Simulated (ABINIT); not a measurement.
# Si in ABINIT: the effect of functional

The system is Si.

```
CELL_PARAMETERS angstrom
-2.37137 2.37137 1.32927
2.37137 -2.37137 1.32927
2.37137 2.37137 -1.32927
ATOMIC_POSITIONS crystal
Si 0.50000 0.50000 0.00000
Si 0.25000 0.75000 0.50000
```

This isn't the form of Si at room conditions, which is diamond.

Alike in all runs:

```yaml
Program: ABINIT 10.8.3 (patched build)
Task: single point
Potentials_or_basis: JTH PAW PBE v2.0
Cutoff: 490 eV
k_mesh: 11 × 11 × 11
Occupations: fermi-dirac, width 0.05 eV
Spin: no spin polarisation
```

| functional | pressure (GPa) |
| --- | --- |
| LDA | -0.5 |
| PBEsol | 0.7 |
| RPBE | 4.5 |
| BLYP | 10.6 |
| AM05 | -0.8 |
| r2SCAN | 2.2 |
| SCAN | 0.2 |
| revPBE | 4.2 |
| PW91 | 3.9 |
| WC | ? |

Task: What does the run with functional WC give?

Result: Pressure 1.3 GPa.

Caveats: the PAW data sets were made with another functional, which shifts forces and pressure a little.

Runs at the PBE level aren't shown here.
